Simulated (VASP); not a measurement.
A run of VASP 6.6.1 is set up as follows.

POSCAR

```
HfO2
1.0
    3.5355430030      0.0000000000      0.0000000000
    0.0000000000      3.5355430030      0.0000000000
    0.0000000000      0.0000000000      5.0867686345
  Hf              O
     2     4
Direct
     0.5000000000000000    0.5000000000000000    0.5000000000000000
     0.0000000000000000    0.0000000000000000    0.0000000000000000
     0.0000000000000000    0.5000000000000000    0.7043560229864743
     0.5000000000000000    0.0000000000000000    0.7956439770135257
     0.5000000000000000    0.0000000000000000    0.2956439770135257
     0.0000000000000000    0.5000000000000000    0.2043560229864743
```

The input INCAR.step1:

```
SYSTEM = HfO2
PREC = Accurate
ENCUT = 600
EDIFF = 1E-8
ISMEAR = -1
SIGMA = 0.05
LREAL = .FALSE.
LASPH = .TRUE.
NELM = 80
ALGO = Normal
ISIF = 3
LWAVE = .FALSE.
LCHARG = .FALSE.
GGA = CA
KPAR = 8
IBRION = 2
NSW = 40
EDIFFG = -0.002
```

Contents of INCAR.step2:

```
SYSTEM = HfO2
PREC = Accurate
ENCUT = 600
EDIFF = 1E-8
ISMEAR = -1
SIGMA = 0.05
LREAL = .FALSE.
LASPH = .TRUE.
NELM = 80
ALGO = Normal
ISIF = 2
LWAVE = .FALSE.
LCHARG = .FALSE.
GGA = CA
KPAR = 8
IBRION = 8
NSW = 1
LEPSILON = .TRUE.
```

The input KPOINTS:

```
regular mesh
0
G
  6 6 4
  0 0 0
```

Potentials or basis: VASP PAW LDA potentials, release 64 (Hf_pv, O).

The run is started by

```bash
$ cat potpaw_LDA.64/Hf_pv/POTCAR potpaw_LDA.64/O/POTCAR > POTCAR
$ cp INCAR.step1 INCAR
$ mpirun -np 8 vasp_std > vasp.out
$ cp CONTCAR POSCAR
$ cp INCAR.step2 INCAR
$ mpirun -np 8 vasp_std > vasp.out
```

Estimate the electronic dielectric tensor (diagonal).

5.32, 5.32, 4.89.

What does it give for the Born charges (mean of the diagonal)?

Hf +5.34; O -2.67 e.

Estimate the relaxed cell.

a = 3.524 Å, b = 3.524 Å, c = 5.071 Å, α = 90.00°, β = 90.00°, γ = 90.00°.

Predict the highest phonon frequency at Γ, LO-TO splitting left out.

686 cm⁻¹.

What does it give for the space group after relaxing (to 0.05 Å)?

P4_2/nmc (No. 137).

Final structure:
```cif
data_structure
_symmetry_space_group_name_H-M 'P 1'
_symmetry_Int_Tables_number 1
_cell_length_a 3.5240
_cell_length_b 3.5240
_cell_length_c 5.0706
_cell_angle_alpha 90.000
_cell_angle_beta 90.000
_cell_angle_gamma 90.000
_cell_volume 62.97
loop_
_atom_site_label
_atom_site_type_symbol
_atom_site_fract_x
_atom_site_fract_y
_atom_site_fract_z
_atom_site_occupancy
Hf1 Hf 0.50000 0.50000 0.50000 1
Hf2 Hf 0.00000 0.00000 0.00000 1
O1 O 0.00000 0.50000 0.70608 1
O2 O 0.50000 0.00000 0.79392 1
O3 O 0.50000 0.00000 0.29392 1
O4 O 0.00000 0.50000 0.20608 1
```

Spin-orbit coupling is left out, which matters for the levels of Hf.
